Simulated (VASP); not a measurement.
## Si2W (rat): single point with PBE

Si2W (rat):

```
Si W
1.0
    -1.66532    1.63446    3.91866
     1.55154   -1.59104    3.92094
     1.68156    1.57094   -3.92646
Si W
2 1
Direct
  0.32625 0.36651 0.02286
  0.65059 0.67292 0.99288
  0.97504 0.00778 0.96722
```

```yaml
Program: VASP 6.6.1
Task: single point
Functional: PBE
Potentials_or_basis: VASP PAW PBE potentials, release 64 (Si, W_sv)
Cutoff: 520 eV
k_mesh: 6 × 6 × 8
Occupations: gaussian, width 0.1 eV
Spin: no spin polarisation
```

```json
{"Pressure": "3.6 GPa", "Largest force": "1.200 eV/Å", "Band gap on the k mesh": "none (metal or under the smearing width)"}
```

Forces on the atoms (eV/Å):
```
Si  -0.715 -0.411  0.267
Si   0.126 -0.318  0.481
W    0.589  0.730 -0.749
```

Stress tensor (GPa, compression positive):
```
 2.02  1.12  3.41
 1.12  4.92 -0.94
 3.41 -0.94  3.79
```

Levels at points of the mesh, in eV from the Fermi level:
```tsv
k point	band 9	band 10	band 11	band 12	band 13	band 14
(0.00, 0.00, 0.00)	-2.83	-2.70	0.62	2.66	2.94	3.10
(0.50, 0.00, 0.00)	-2.84	-2.67	-0.45	2.66	2.84	3.93
(0.00, 0.50, 0.00)	-2.67	-2.61	-0.34	2.60	2.72	4.10
(0.50, 0.50, 0.00)	-4.91	-3.17	-1.70	2.75	2.98	3.20
(0.00, 0.00, 0.50)	-4.90	-3.19	-1.72	2.79	2.97	3.14
(0.50, 0.00, 0.50)	-2.76	-2.71	-0.39	2.65	3.18	3.89
(0.00, 0.50, 0.50)	-2.81	-2.64	-0.47	2.80	2.91	4.00
(0.50, 0.50, 0.50)	-0.94	-0.72	-0.46	-0.34	0.86	4.43
```

It took 3.2 min on 1 thread of AMD EPYC 7R13 Processor (Zen 3), with other jobs on the host, peak memory 0.24 GiB.

Caveat: forces of over 1 eV/Å show positions far from the minimum, so gaps and moduli don't describe the material at rest. The run has no spin-orbit coupling, so splittings on W are missing.
